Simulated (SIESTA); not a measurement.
Crystal: I.

```
CELL_PARAMETERS angstrom
3.63503 -2.39502 0.00000
3.63503 2.39502 0.00000
0.00000 0.00000 9.79344
ATOMIC_POSITIONS crystal
I 0.64930 0.35070 0.38440
I 0.14930 0.85070 0.11560
I 0.35070 0.64930 0.61560
I 0.85070 0.14930 0.88440
```

Program: SIESTA 5.4.2. Alike in all runs: no spin polarisation; cell as given; k mesh 7 × 7 × 3; smearing fermi-dirac 0.05 eV; grid cutoff 500 Ry; energy shift 0.003 Ry.

Q: Order these runs on this cell by their pressure, lowest first.
A. level PBE; potentials or basis PseudoDojo 0.4 standard (PBE files), DZP (energy shift 0.003 Ry)
B. level BLYP; potentials or basis PseudoDojo 0.4 standard (PBE files), DZP (energy shift 0.003 Ry)
C. level LDA; potentials or basis PseudoDojo 0.4 standard (LDA files), DZP (energy shift 0.003 Ry)

A: C (-0.6 GPa), A (2.2 GPa), B (4.4 GPa).

Caveats: the basis of atomic orbitals isn't converged, which shifts pressures, moduli and gaps; the potentials were made for another functional, which shifts forces and pressure (some runs).

Not every run made on this cell is shown here.
